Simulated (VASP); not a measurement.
Wanted: the native input for a VASP 6.6.1 run.

- Task: relaxation of shape and atoms at fixed volume
- Functional: PBE
- Potentials or basis: VASP PAW PBE potentials, release 64 (Si)
- Cutoff: 300 eV
- k mesh: 6 × 6 × 3
- Occupations: gaussian, width 0.03 eV
- Spin: no spin polarisation
- Further INCAR settings: ALGO = Fast; EDIFF = 1e-07; IBRION = 2; EDIFFG = -0.01; NSW = 40; ISIF = 4

The structure of Si lies in POSCAR:

```
Si                                      
1.0
    2.5747256427      0.0000000000      0.0000000000
   -1.2873628214      2.2297778144      0.0000000000
    0.0000000000      0.0000000000      4.9535764318
  Si            
     2
Direct
     0.3333333300000021    0.6666666699999979    0.2500000000000000
     0.6666666699999979    0.3333333300000021    0.7500000000000000
```

This isn't the form of Si at room conditions, which is diamond.

The cell isn't the ideal one: a relaxed cell with its volume scaled by 0.96.

One way to write it, as run:

INCAR

```
SYSTEM = Si
  ALGO = Fast
  EDIFF = 1E-7
  EDIFFG = -0.01
  ENCUT = 300
  GGA = PE
  IBRION = 2
  ISIF = 4
  ISMEAR = 0
  LASPH = .TRUE.
  LCHARG = .FALSE.
  LREAL = .FALSE.
  LWAVE = .FALSE.
  NELM = 80
  NSW = 40
  PREC = Accurate
  SIGMA = 0.03
```

KPOINTS

```
k-points
0
G
  6 6 3
  0 0 0
```

Potentials or basis: VASP PAW PBE potentials, release 64 (Si).

Command:

```sh
$ cat potpaw_PBE.64/Si/POTCAR > POTCAR
$ mpirun -np 1 vasp_std > vasp.out
```

It gave:

- Energy gained by relaxing: 0.0 meV/atom
- Ionic steps: 2
- Pressure after relaxing: 1.4 GPa
- Band gap on the k mesh: none (metal or under the smearing width)

Caveat: the k mesh is coarse (spacing up to 0.47 Å⁻¹), so the values aren't converged; the cutoff is under 1.25 times the usual one of these potentials, so pressure, stress and relaxed cells hold a basis-set (Pulay) error.

It took 3.8 s on 1 thread of Intel(R) Xeon(R) Platinum 8259CL CPU @ 2.50GHz (Skylake/Cascade Lake), on a shared host, peak memory 0.11 GiB.
